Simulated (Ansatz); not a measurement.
## AlRu in Ansatz: convergence with smearing width

Input of the first run (smearing width 0.3 eV); the others differ in this setting and in those tied to it:

File input.yaml:

```yaml
crystal:
  lattice:
    - [2.9916, 0.0, 0.0]
    - [0.0, 2.9916, 0.0]
    - [0.0, 0.0, 2.9916]
  atoms:
    - { symbol: Ru, position: [0.493527, 0.522321, 0.509412] }
    - { symbol: Al, position: [-0.010111, -0.002015, -0.020483] }
kpoints:
  mp_grid: { grid: [5, 5, 5] }
scf:
  occupations: { method: fermi_dirac, width: 0.3 }
hamiltonian:
  xc: lda
  pseudopotentials: { kind: all_electron, lapw: { basis_error: 0.001 } }
output:
  forces: true
  stress: true
  eigenvalues: true
```

Potentials or basis: all-electron LAPW, scalar-relativistic.

Command:

```sh
$ ansatz run input.yaml --threads 1 --pin off --max-ram 3072MiB --backend cpu --events-out ev --progress --plain --runs-dir out
```

The cell isn't the ideal one: atoms moved at random, drawn with an rms of 0.15 Å.

Hardware: 1 thread of Intel(R) Xeon(R) Processor @ 2.50GHz (Skylake/Cascade Lake) (shared host).

```csv
smearing width,"energy less the tightest run, at zero smearing (meV/atom)",pressure (GPa),largest force (eV/Å),SCF cycles,CPU time (s),peak memory (GiB)
0.3 eV,-16.75,-4.74,0.837,7,30,0.32
0.2 eV,-5.62,-5.48,0.838,7,30,0.32
0.15 eV,-2.26,-5.82,0.838,7,30,0.32
0.1 eV,-0.29,-6.13,0.837,7,29,0.31
0.05 eV,0.92,-6.38,0.835,8,31,0.32
0.025 eV,0.27,-6.51,0.834,8,31,0.31
0.01 eV,0.00,-6.54,0.833,8,31,0.32
```

Against the tightest run, the energy stays within 1 meV/atom from 0.1 eV on; the pressure stays within 0.1 GPa from 0.025 eV on; the largest force stays within 0.005 eV/Å from 0.3 eV on. Narrower smearing needs a denser k mesh, so at a fixed mesh the narrowest width isn't the most accurate. The tightest run that finished is the yardstick and may itself not be fully converged.

Caveat, for the tightest run too: the k mesh is coarse (spacing up to 0.42 Å⁻¹), so the values aren't converged; the k mesh is thin for a metal, which can move the energy by tens of meV per atom.
